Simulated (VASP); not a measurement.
# WC (P-6m2) in VASP: a series of runs, part 2 of 2

VASP 6.6.1. Earlier steps stand in the parts before.

### 3 Relaxation of cell and atoms, PBE

This run uses another cell than the first one, of 10.56 Å³/atom, 1.018 times its volume.

Contents of INCAR:

```
SYSTEM = WC
PREC = Accurate
ENCUT = 520
EDIFF = 1E-7
ISMEAR = 0
SIGMA = 0.1
LREAL = .False.
LASPH = .True.
NELM = 100
ALGO = Normal
ISIF = 3
LWAVE = .False.
LCHARG = .False.
GGA = PE
IBRION = 2
NSW = 80
EDIFFG = -0.002
```

Contents of KPOINTS:

```
Automatic mesh
0
Gamma
  6 6 6
  0 0 0
```

Contents of POSCAR:

```
WC                                      
1.0
    2.9278214875      0.0000000000      0.0000000000
   -1.4639107437      2.5355677899     -0.0000000000
    0.0000000000      0.0000000000      2.8445921802
  W               C             
     1     1
Direct
     0.0000000000000000    0.0000000000000000    1.0000000000000000
     0.6666666699999979    0.3333333300000021    0.5000000000000000
```

Potentials or basis: VASP PAW PBE potentials, release 64 (W_sv, C).

The run is started by

```bash
cat potpaw_PBE.64/W_sv/POTCAR potpaw_PBE.64/C/POTCAR > POTCAR
mpirun -np 1 vasp_std > vasp.out
```

OUTCAR:

```text
SYSTEM = WC
   PREC = Accurate
   ENCUT = 520
   EDIFF = 1E-7
   ISMEAR = 0
   LREAL = .False.
   LASPH = .True.
   NELM = 100
   ISIF = 3
   GGA = PE
   IBRION = 2
   NSW = 80
   EDIFFG = -0.002

 ion  position               nearest neighbor table
   1  0.000  0.000  0.000-   2 2.21   2 2.21   2 2.21   2 2.21   2 2.21   2 2.21
   2  0.667  0.333  0.500-   1 2.21   1 2.21   1 2.21   1 2.21   1 2.21   1 2.21

  LATTYP: Found a hexagonal cell.
 ALAT       =     2.9278214875
 C/A-ratio  =     0.9715729570

  Lattice vectors:

 A1 = (   2.9278214875,   0.0000000000,   0.0000000000)
 A2 = (  -1.4639107437,   2.5355677899,   0.0000000000)
 A3 = (   0.0000000000,   0.0000000000,   2.8445921802)

Analysis of symmetry for initial positions (statically):
=====================================================================
 Subroutine PRICEL returns:
 Original cell was already a primitive cell.

 Routine SETGRP: Setting up the symmetry group for a
 hexagonal supercell.

 Subroutine GETGRP returns: Found 12 space group operations
 (whereof 12 operations were pure point group operations)
 out of a pool of 24 trial point group operations.

The static configuration has the point symmetry D_3h.
[... 172 lines left out ...]
  band No.  band energies     occupation
      1     -63.2147      2.00000
      2     -27.1873      2.00000
      3     -27.1037      2.00000
      4     -27.1037      2.00000
      5      -3.4848      2.00000
      6       6.6197      2.00000
      7       7.5408      2.00000
      8       7.5408      2.00000
      9      10.9625      1.89747
     10      13.9901      0.00000
     11      13.9901      0.00000
     12      16.3788      0.00000
     13      16.3788      0.00000
[... 354 lines left out ...]
  band No.  band energies     occupation
      1     -63.1371      2.00000
      2     -27.7834      2.00000
      3     -27.5775      2.00000
      4     -27.1635      2.00000
      5      -0.1557      2.00000
      6       4.3446      2.00000
      7       6.9975      2.00000
      8       7.2085      2.00000
      9       9.5334      2.00000
     10      13.4208      0.00000
     11      15.9482      0.00000
     12      16.3876      0.00000
     13      18.7910      0.00000

 [... further k-points ...]
[... 5 lines left out ...]
  --------------------------------------------------------------------------------------
  -------------------------------------------------------------------------------------
  Total       -0.0006010     -0.0006010      0.0038571     -0.0000000     -0.0000000      0.0000000
  in kB       -0.0455999     -0.0455999      0.2926411     -0.0000000     -0.0000000      0.0000000
  external PRESSURE =       0.0671471 kB  Pullay stress =       0.0000000 kB

 VOLUME and BASIS-vectors are now :
 -----------------------------------------------------------------------------
  energy-cutoff  :      520.00
  volume of cell :       21.12
      direct lattice vectors                 reciprocal lattice vectors
     2.927821488  0.000000000  0.000000000     0.341550878  0.197194491  0.000000000
    -1.463910744  2.535567790  0.000000000     0.000000000  0.394388982  0.000000000
     0.000000000  0.000000000  2.844592180     0.000000000  0.000000000  0.351544241

 POSITION                                       TOTAL-FORCE (eV/Angst)
 -----------------------------------------------------------------------------------
      0.00000      0.00000      0.00000         0.000000      0.000000      0.000000
      1.46391      0.84519      1.42230        -0.000000      0.000000      0.000000
 -----------------------------------------------------------------------------------
    total drift:                               -0.000003      0.000002     -0.000000

  FREE ENERGIE OF THE ION-ELECTRON SYSTEM (eV)
  ---------------------------------------------------
  free  energy   TOTEN  =       -22.4464253759 eV

  energy  without entropy=      -22.4428501669  energy(sigma->0) =      -22.44463777

 reached required accuracy - stopping structural energy minimisation
```

It took 4.5 s on 1 thread of Intel Xeon Platinum 8488C (Sapphire Rapids), shared host; peak memory 0.14 GiB.

Results:

```
Free energy             : -22.4464 eV
Pressure after relaxing : 0.0 GPa
Band gap on the k mesh  : none (metal or under the smearing width)
```

Final structure:
```xyz
2
Lattice="2.9278 0.0000 0.0000 -1.4639 2.5356 0.0000 0.0000 0.0000 2.8446" Properties=species:S:1:pos:R:3 pbc="T T T"
W     0.0000    0.0000    0.0000
C     1.4639    0.8452    1.4223
```

Levels at points of the mesh, in eV from the Fermi level:
```csv
k point,band 6,band 7,band 8,band 9,band 10,band 11,band 12,band 13
"(0.00, 0.00, 0.00)",-4.46,-3.54,-3.54,-0.12,2.91,2.91,5.30,5.30
"(0.50, 0.00, 0.00)",-7.20,-3.74,-3.74,-0.73,2.06,4.15,4.47,6.53
"(0.00, 0.00, 0.50)",-8.78,-2.26,-2.26,-0.81,-0.81,3.42,4.21,4.21
"(0.50, 0.00, 0.50)",-6.59,-4.50,-4.38,0.01,4.04,4.95,6.23,8.75
```

Caveat: the k mesh is coarse (spacing up to 0.41 Å⁻¹), so the values aren't converged; the relaxation stopped at its first step, so nothing moved. Spin-orbit coupling is left out, which matters for the levels of W.

### 4 Vibrations by finite differences, PBE

This run uses another cell than the first one, of 10.56 Å³/atom, 1.018 times its volume.

Contents of INCAR:

```
SYSTEM = WC
ALGO     = Normal         ! electronic algorithm
EDIFF    = 1E-8           ! SCF threshold, eV
ENCUT    = 520            ! plane-wave cutoff, eV
GGA      = PE             ! functional
IBRION   = 6              ! ionic algorithm
ISIF     = 3              ! what is computed and relaxed
ISMEAR   = 0              ! smearing method
LASPH    = .TRUE.         ! aspherical terms in the spheres
LCHARG   = .FALSE.        ! write CHGCAR
LREAL    = .FALSE.        ! projectors in reciprocal space
LWAVE    = .FALSE.        ! write WAVECAR
NELM     = 100            ! most SCF steps
NFREE    = 2            
NSW      = 1              ! ionic steps
POTIM    = 0.015          ! step
PREC     = Accurate       ! precision mode
SIGMA    = 0.1            ! smearing width, eV
```

Contents of KPOINTS:

```
k-points
0
G
  6 6 6
  0 0 0
```

Contents of POSCAR:

```
WC                                      
1.0
    2.9278214875      0.0000000000      0.0000000000
   -1.4639107437      2.5355677899      0.0000000000
    0.0000000000      0.0000000000      2.8445921802
  W               C             
     1     1
Direct
     0.0000000000000000    0.0000000000000000    0.0000000000000000
     0.6666666699999979    0.3333333300000021    0.5000000000000000
```

The run is started by

```bash
cat potpaw_PBE.64/W_sv/POTCAR potpaw_PBE.64/C/POTCAR > POTCAR
mpirun -np 1 vasp_std > vasp.out
```

Wall time 1.8 min (1 thread of Intel Xeon Platinum 8488C (Sapphire Rapids), shared host); peak memory 0.18 GiB.

The run converged. Its results:

| Item | Value |
| --- | --- |
| Voigt bulk modulus | 386 GPa |
| Highest phonon frequency at Γ | 604 cm⁻¹ |

Phonon frequencies in cm⁻¹ (negative: imaginary):
```tsv
q point	frequencies
(0.000, 0.000, 0.000)	0 0 0 560 604 604
```

Elastic tensor in Voigt notation (GPa, in the Cartesian axes of the cell as first typed):
```
656 265 176   0   0   0
265 656 176   0   0   0
176 176 927   0   0   0
  0   0   0 301   0   0
  0   0   0   0 301   0
  0   0   0   0   0 195
```

Clamped-ion elastic tensor (GPa):
```
671 251 176   0   0   0
251 671 176   0   0   0
176 176 927   0   0   0
  0   0   0 301   0   0
  0   0   0   0 301   0
  0   0   0   0   0 210
```

Caveat: the k mesh is coarse (spacing up to 0.41 Å⁻¹), so the values aren't converged; elastic constants of metals need much finer meshes, so these are rough.
